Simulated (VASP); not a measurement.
## Hg in VASP: the effect of functional

The system is Hg, a slab with vacuum.

```
CELL_PARAMETERS angstrom
3.60580 0.00000 0.00000
1.79952 3.12466 0.00000
0.00000 0.00000 23.44407
ATOMIC_POSITIONS crystal
Hg 0.33434 0.33434 0.31991
Hg 0.66925 0.66925 0.44103
Hg 0.33378 0.33378 0.55897
Hg 0.66869 0.66869 0.68009
```

Alike in all runs:

| Quantity | Value |
| --- | --- |
| Program | VASP 6.6.1 |
| Task | work function |
| Cutoff | 520 eV |
| k mesh | 7 × 7 × 1 |
| Occupations | fermi-dirac, width 0.05 eV |
| Spin | no spin polarisation |

```csv
functional,potentials or basis,gap on the mesh (eV)
LDA,"VASP PAW LDA potentials, release 64 (Hg)",1.32
PBE,"VASP PAW PBE potentials, release 64 (Hg)",1.37
PBEsol,"VASP PAW PBE potentials, release 64 (Hg)",1.34
RPBE,"VASP PAW PBE potentials, release 64 (Hg)",1.41
revPBE,"VASP PAW PBE potentials, release 64 (Hg)",1.41
BLYP,"VASP PAW PBE potentials, release 64 (Hg)",?
PW91,"VASP PAW PBE potentials, release 64 (Hg)",1.35
```

Task: What does the run with functional BLYP give?

Result: gap on the mesh 1.50 eV.

Caveats: spin-orbit coupling is left out, which moves the levels of the heavy elements.

A k mesh can miss the band edges.
